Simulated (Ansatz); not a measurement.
The system is Na2S.

```xyz
3
Lattice="0.0000 3.2735 3.2735 3.2735 0.0000 3.2735 3.2735 3.2735 0.0000" Properties=species:S:1:pos:R:3 pbc="T T T"
S     0.0000    0.0000    0.0000
Na    4.9102    4.9102    4.9102
Na    1.6367    1.6367    1.6367
```

Base run:

* Program: Ansatz 0.2.0
* Functional: HSE06
* Potentials or basis: Ansatz PAW
* Cutoff: 420 eV (not typed: the program's choice for these potentials)
* k mesh: 6 × 6 × 6
* Occupations: fermi-dirac, width 0.05 eV
* Spin: no spin polarisation

Its results: band gap on the k mesh 3.46 eV, direct; pressure -0.3 GPa.

**Question.** The run is repeated on the same cell with these changes: functional from HSE06 to PBE0. What comes out?

**Answer.** Band gap on the k mesh 4.13 eV, direct; pressure -0.3 GPa.

Caveats: the PAW data sets come from PBE, with cores solved anew for the run's functional, which leaves a small shift of forces and pressure; the thresholds are loose for stress.
